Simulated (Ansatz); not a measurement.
```xyz
3
Lattice="0.0000 2.4656 2.4656 2.4656 0.0000 2.4656 2.4656 2.4656 0.0000" Properties=species:S:1:pos:R:3 pbc="T T T"
Hf    0.0000    0.0000    0.0000
O     1.2328    1.2328    1.2328
O     3.6984    3.6984    3.6984
```

- orbitals: PBE
- datasets: hard PAW set made for 700 eV
- k mesh: 4×4×4
- empty bands: 79
- response cutoff: 200 eV
- wave cutoff: 700 eV
- frequencies: contour deformation
- q → 0 term: the completed-sum build's own treatment
- band sums: completed
- spin-orbit coupling: off

Program: Ansatz. The Kohn-Sham gap (direct at k = (0, -0.5, -0.5)) is 3.97 eV and the electronic dielectric constant on this mesh 5.1.

**Question.** Estimate the linearised G0W0 gap between these edges.

**Answer.** 5.80 eV, a change of +1.83 eV. The valence edge moves by -1.57 eV (Z = 0.77) and the conduction edge by +0.26 eV (Z = 0.82).

This ran on a trial build of the method. The cell is a model at fixed atoms and needn't be the relaxed known crystal. Points k are given in fractions of the reciprocal vectors. The mesh is coarse, so these are values at the stated settings, not converged ones. The response is still cut, so the gap isn't quite at its basis limit. The build that completes the sums treats q → 0 its own way, which shifts gaps on a coarse mesh by up to tenths of an eV. The gap is read on the mesh, and the crystal's band edges can lie off it. Meshes this coarse can overestimate the dielectric constant by a tenth and more.
